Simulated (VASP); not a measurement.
# TaS2 (P-3m1) in VASP: notebook, part 2 of 2

VASP 6.6.1. Earlier steps stand in the parts before.

### 5 Relaxation of cell and atoms, PBE+D4

Contents of INCAR:

```
SYSTEM = TaS2
ALGO = Normal
EDIFF = 1E-7
EDIFFG = -0.005
ENCUT = 600
GGA = PE
IBRION = 2
ISIF = 3
ISMEAR = -1
IVDW = 13
LASPH = .True.
LCHARG = .False.
LREAL = .False.
LWAVE = .False.
NELM = 80
NSW = 40
PREC = Accurate
SIGMA = 0.05
```

Contents of KPOINTS:

```
k-points
0
Gamma
  9 9 5
  0 0 0
```

Contents of POSCAR:

```
TaS2
1.0
    3.3500000000      0.0000000000      0.0000000000
   -1.6750000000      2.9011851027      0.0000000000
    0.0000000000      0.0000000000      5.8600000000
Ta S
1 2
Direct
    0.0000000000      0.0000000000      0.0000000000
    0.6666666667      0.3333333333      0.7500000000
    0.3333333333      0.6666666667      0.2500000000
```

Potentials or basis: VASP PAW PBE potentials, release 64 (Ta_pv, S).

Command:

```
cat potpaw_PBE.64/Ta_pv/POTCAR potpaw_PBE.64/S/POTCAR > POTCAR
mpirun -np 1 vasp_std > vasp.out
```

OUTCAR:

```text
SYSTEM = TaS2
   EDIFF = 1E-7
   EDIFFG = -0.005
   ENCUT = 600
   GGA = PE
   IBRION = 2
   ISIF = 3
   ISMEAR = -1
   IVDW = 13
   LASPH = .True.
   LREAL = .False.
   NELM = 80
   NSW = 40
   PREC = Accurate

 ion  position               nearest neighbor table
   1  0.000  0.000  0.000-   2 2.43   3 2.43   2 2.43   3 2.43   2 2.43   3 2.43
   2  0.667  0.333  0.750-   1 2.43   1 2.43   1 2.43
   3  0.333  0.667  0.250-   1 2.43   1 2.43   1 2.43

  LATTYP: Found a hexagonal cell.
 ALAT       =     3.3500000000
 C/A-ratio  =     1.7492537313

  Lattice vectors:

 A1 = (   3.3500000000,   0.0000000000,   0.0000000000)
 A2 = (  -1.6750000000,   2.9011851027,   0.0000000000)
 A3 = (   0.0000000000,   0.0000000000,   5.8600000000)

Analysis of symmetry for initial positions (statically):
=====================================================================
 Subroutine PRICEL returns:
 Original cell was already a primitive cell.

 Routine SETGRP: Setting up the symmetry group for a
 hexagonal supercell.

 Subroutine GETGRP returns: Found 12 space group operations
 (whereof 12 operations were pure point group operations)
 out of a pool of 24 trial point group operations.

The static configuration has the point symmetry D_3d.

Analysis of symmetry for dynamics (positions and initial velocities):
=====================================================================
 Subroutine PRICEL returns:
 Original cell was already a primitive cell.

 Routine SETGRP: Setting up the symmetry group for a
 hexagonal supercell.

 Subroutine GETGRP returns: Found 12 space group operations
 (whereof 12 operations were pure point group operations)
 out of a pool of 24 trial point group operations.

The dynamic configuration has the point symmetry D_3d.

 Subroutine INISYM returns: Found 12 space group operations
 (whereof 12 operations are pure point group operations),
 and found     1 'primitive' translations

----------------------------------------------------------------------------------------

                                     Primitive cell

  volume of cell :      56.9532

  direct lattice vectors                    reciprocal lattice vectors
[... 125 lines left out ...]
 NGX is ok and might be reduce to    28
   NGX = 13   NGY = 13   NGZ = 23

--------------------------------------- Ionic step        1  -------------------------------------------

 number of electron      22.9999999 magnetization

 Free energy of the ion-electron system (eV)
  ---------------------------------------------------
  ext. energy  EPLUGINS =         0.00000000
  ---------------------------------------------------
  free energy    TOTEN  =       -23.02185740 eV

  energy without entropy =      -23.00689055  energy(sigma->0) =      -23.01437398

------------------------ aborting loop because EDIFF is reached ----------------------------------------

  DFT-D4 for vdW energy calculation

  Edisp (eV):   -0.99856
[... 108 lines left out ...]
  FREE ENERGIE OF THE ION-ELECTRON SYSTEM (eV)
  ---------------------------------------------------
  free  energy   TOTEN  =       -24.0962446005 eV

  energy  without entropy=      -24.0826272873  energy(sigma->0) =      -24.08943594

[... ionic steps 4 to 14 ...]

--------------------------------------- Ionic step       15  -------------------------------------------

 number of electron      22.9999999 magnetization

------------------------ aborting loop because EDIFF is reached ----------------------------------------
[... 77 lines left out ...]
--------------------------------------- Ionic step       17  -------------------------------------------

 number of electron      22.9999999 magnetization

 Free energy of the ion-electron system (eV)
  ---------------------------------------------------
  ext. energy  EPLUGINS =         0.00000000
  ---------------------------------------------------
  free energy    TOTEN  =       -23.11364351 eV

  energy without entropy =      -23.10114065  energy(sigma->0) =      -23.10739208

 E-fermi :   5.6122     XC(G=0): -10.5816

 val. band max:        5.5908028155   @ k =   0.2222   0.1111   0.0000
 cond. band min:       5.6387909878   @ k =   0.3333   0.1111   0.2000
 fundamental gap:      0.0479881723
 Fermi energy:         5.6122338435

 k-point     1 :       0.0000    0.0000    0.0000
  band No.  band energies     occupation
      1     -29.6463      2.00000
      2     -29.6272      2.00000
      3     -29.6272      2.00000
      4      -9.3066      2.00000
      5      -7.3746      2.00000
      6      -1.3434      2.00000
      7       1.8466      2.00000
      8       1.8466      2.00000
      9       4.3886      2.00000
     10       5.0222      1.99999
     11       5.0222      1.99999
     12       5.6414      0.71664
     13       5.8301      0.02531
     14       5.8301      0.02531
[... 401 lines left out ...]
      2     -29.6812      2.00000
      3     -29.6101      2.00000
      4      -8.1510      2.00000
      5      -7.3611      2.00000
      6      -0.1275      2.00000
      7       0.7730      2.00000
      8       1.1793      2.00000
      9       2.0249      2.00000
     10       2.9437      2.00000
     11       3.7711      2.00000
     12       5.3935      1.97513
     13       7.0882      0.00000
     14       8.0974      0.00000
     15       9.0769      0.00000

 [... further k-points ...]

------------------------ aborting loop because EDIFF is reached ----------------------------------------

  DFT-D4 for vdW energy calculation

  Edisp (eV):   -0.99678
[... 26 lines left out ...]
  FREE ENERGIE OF THE ION-ELECTRON SYSTEM (eV)
  ---------------------------------------------------
  free  energy   TOTEN  =       -24.1104263600 eV

  energy  without entropy=      -24.0979235028  energy(sigma->0) =      -24.10417493

 reached required accuracy - stopping structural energy minimisation
```

CONTCAR:

```text
TaS2
   1.00000000000000
     3.3428245654561657   -0.0000000000000000   -0.0000000000000000
    -1.6714122827280828    2.8949709941016857    0.0000000000000000
    -0.0000000000000000    0.0000000000000000    5.8979179631083118
  Ta              S
     1     2
Direct
     0.0000000000000000    0.0000000000000000    1.0000000000000000
     0.6666666667000030    0.3333333332999970    0.7385820189136670
     0.3333333332999970    0.6666666667000030    0.2614179810863329

  0.00000000E+00  0.00000000E+00  0.00000000E+00
  0.00000000E+00  0.00000000E+00  0.00000000E+00
  0.00000000E+00  0.00000000E+00  0.00000000E+00
```

Run time: 5.5 min. Hardware: 1 thread of Intel Xeon Platinum 8488C (Sapphire Rapids), shared host; peak memory 0.23 GiB.

What came out:

| Item | Value |
| --- | --- |
| Free energy | -24.1104 eV |
| Relaxed volume | 19.03 Å³/atom |
| Relaxed cell | a = 3.343 Å, b = 3.343 Å, c = 5.898 Å, α = 90.00°, β = 90.00°, γ = 120.00° |
| Space group after relaxing (to 0.05 Å) | P-3m1 (No. 164) |
| Energy gained by relaxing | 30.0 meV/atom |
| Ionic steps | 17 |
| Pressure after relaxing | 0.0 GPa |
| Band gap on the k mesh | none (metal or under the smearing width) |
| Dispersion energy per atom | -0.332 eV |

Forces on the atoms (eV/Å):
```
Ta   0.000  0.000  0.000
S    0.000  0.000  0.003
S    0.000  0.000 -0.003
```

The path:
| step | energy change (eV) | largest force (eV/Å) | pressure (GPa) | volume (Å³) |
| --- | --- | --- | --- | --- |
| 1 | 0.0000 | 1.2487 | 6.46 | 56.95 |
| 2 | 0.1509 | 1.4405 | -11.21 | 63.49 |
| 3 | -0.0758 | 0.1405 | -1.17 | 59.23 |
| 4 | -0.0759 | 0.1752 | -0.94 | 59.15 |
| 5 | -0.0859 | 0.0800 | -0.43 | 58.53 |
| 6 | -0.0869 | 0.0394 | -0.21 | 58.27 |
| 7 | -0.0869 | 0.0368 | -0.20 | 58.25 |
| 8 | -0.0874 | 0.0771 | 0.12 | 58.04 |
| 9 | -0.0876 | 0.1101 | 0.38 | 57.87 |
| 10 | -0.0878 | 0.1054 | 0.36 | 57.85 |
| 11 | -0.0883 | 0.0919 | 0.28 | 57.78 |
| 12 | -0.0891 | 0.0651 | 0.12 | 57.63 |
| 13 | -0.0898 | 0.0114 | -0.18 | 57.34 |
| 14 | -0.0899 | 0.0152 | -0.06 | 57.22 |
| 15 | -0.0900 | 0.0224 | 0.17 | 56.99 |
| 16 | -0.0900 | 0.0193 | 0.08 | 57.09 |
| 17 | -0.0900 | 0.0026 | -0.02 | 57.08 |

Final structure:
```
Ta S
1.0
     3.34282    0.00000    0.00000
    -1.67141    2.89497    0.00000
     0.00000    0.00000    5.89792
Ta S
1 2
Direct
  0.00000 0.00000 0.00000
  0.66667 0.33333 0.73858
  0.33333 0.66667 0.26142
```

The run has no spin-orbit coupling, so splittings on Ta are missing.

### 6 Relaxation of cell and atoms, PBE+rVV10

Contents of INCAR:

```
ALGO = Normal
BPARAM = 10.0
CPARAM = 0.0093
EDIFF = 1E-7
EDIFFG = -0.01
ENCUT = 600
GGA = PE
IBRION = 2
ISIF = 3
ISMEAR = -1
IVDW_NL = 2
LASPH = True
LCHARG = False
LREAL = False
LUSE_VDW = True
LWAVE = False
NELM = 80
NSW = 40
PREC = Accurate
SIGMA = 0.05
```

Contents of KPOINTS:

```
k-points
0
Gamma
  9 9 5
```

POSCAR is that of step 5.

Potentials or basis: VASP PAW PBE potentials, release 64 (Ta_pv, S).

Command:

```
cat potpaw_PBE.64/Ta_pv/POTCAR potpaw_PBE.64/S/POTCAR > POTCAR
mpirun -np 1 vasp_std > vasp.out
```

It took 7.9 min on 1 thread of Intel Xeon Platinum 8488C (Sapphire Rapids), shared host; peak memory 0.37 GiB.

Results (log left out):

| Item | Value |
| --- | --- |
| Free energy | -22.5823 eV |
| Relaxed volume | 19.64 Å³/atom |
| Relaxed cell | a = 3.356 Å, b = 3.356 Å, c = 6.040 Å, α = 90.00°, β = 90.00°, γ = 120.00° |
| Space group after relaxing (to 0.05 Å) | P-3m1 (No. 164) |
| Energy gained by relaxing | 35.9 meV/atom |
| Ionic steps | 9 |
| Pressure after relaxing | 0.0 GPa |
| Largest force after relaxing | 0.004 eV/Å |
| Band gap on the k mesh | none (metal or under the smearing width) |

Forces in eV/Å, atoms in the order of the input:
```
Ta   0.000  0.000  0.000
S    0.000  0.000 -0.004
S    0.000  0.000  0.004
```

The path:
| step | energy change (eV) | largest force (eV/Å) | pressure (GPa) | volume (Å³) |
| --- | --- | --- | --- | --- |
| 1 | 0.0000 | 1.3258 | 7.95 | 56.95 |
| 2 | 0.2091 | 1.6799 | -12.30 | 65.06 |
| 3 | -0.0993 | 0.0722 | -0.97 | 59.71 |
| 4 | -0.0994 | 0.1155 | -0.67 | 59.60 |
| 5 | -0.1070 | 0.0270 | -0.29 | 59.16 |
| 6 | -0.1078 | 0.0105 | -0.13 | 58.98 |
| 7 | -0.1078 | 0.0129 | -0.11 | 58.97 |
| 8 | -0.1078 | 0.0285 | 0.19 | 58.85 |
| 9 | -0.1078 | 0.0039 | 0.01 | 58.92 |

Final structure:
```
CELL_PARAMETERS angstrom
3.35613 0.00000 0.00000
-1.67807 2.90650 0.00000
0.00000 0.00000 6.04016
ATOMIC_POSITIONS crystal
Ta 0.00000 0.00000 0.00000
S 0.66667 0.33333 0.74442
S 0.33333 0.66667 0.25558
```

Levels at points of the mesh, in eV from the Fermi level:
| k point | band 8 | band 9 | band 10 | band 11 | band 12 | band 13 | band 14 | band 15 |
| --- | --- | --- | --- | --- | --- | --- | --- | --- |
| (0.00, 0.00, 0.00) | -3.73 | -1.38 | -0.60 | -0.60 | 0.05 | 0.21 | 0.21 | 3.82 |

The run has no spin-orbit coupling, so splittings on Ta are missing. Zero-point motion and thermal expansion aren't in these numbers.

### 7 The reference run

An earlier run on the cell as given: functional PBE; potentials or basis VASP PAW PBE potentials, release 64 (Ta_pv, S); cutoff 520 eV; k mesh 9 × 9 × 5; occupations fermi-dirac, width 0.05 eV; no spin polarisation.

* Pressure: 9.2 GPa
* Largest force: 1.243 eV/Å
* Band gap on the k mesh: none (metal or under the smearing width)

### 8 Summary

```csv
task,level,cell,cutoff (eV),smearing,gap on the mesh (eV),pressure (GPa),relaxed volume (Å³/atom),largest force (eV/Å)
single point,PBE,as given,520,gaussian 0.028 eV,none,9.1,-,1.26
relaxation of cell and atoms,PBE+D3,relaxed,600,fermi-dirac 0.05 eV,none,0.0,19.26,0.01
relaxation of cell and atoms,PBE+D3(BJ),relaxed,600,fermi-dirac 0.05 eV,none,0.0,18.54,-
relaxation of cell and atoms,PBE+D4,relaxed,600,fermi-dirac 0.05 eV,none,0.0,19.03,-
relaxation of cell and atoms,PBE+rVV10,relaxed,600,fermi-dirac 0.05 eV,none,0.0,19.64,-
single point,PBE,as given,520,fermi-dirac 0.05 eV,none,9.2,-,1.24
```

Alike in all rows: potentials or basis VASP PAW PBE potentials, release 64 (Ta_pv, S); no spin polarisation; k mesh 9 × 9 × 5.

Caveats: this functional lacks dispersion, which binds the layers, so the pressure and a relaxed spacing across them are unreliable (some runs); forces of over 1 eV/Å show positions far from the minimum, so gaps and moduli don't describe the material at rest (some runs).

Total energies depend on the potentials used, so only differences within one code and one set of settings carry meaning.
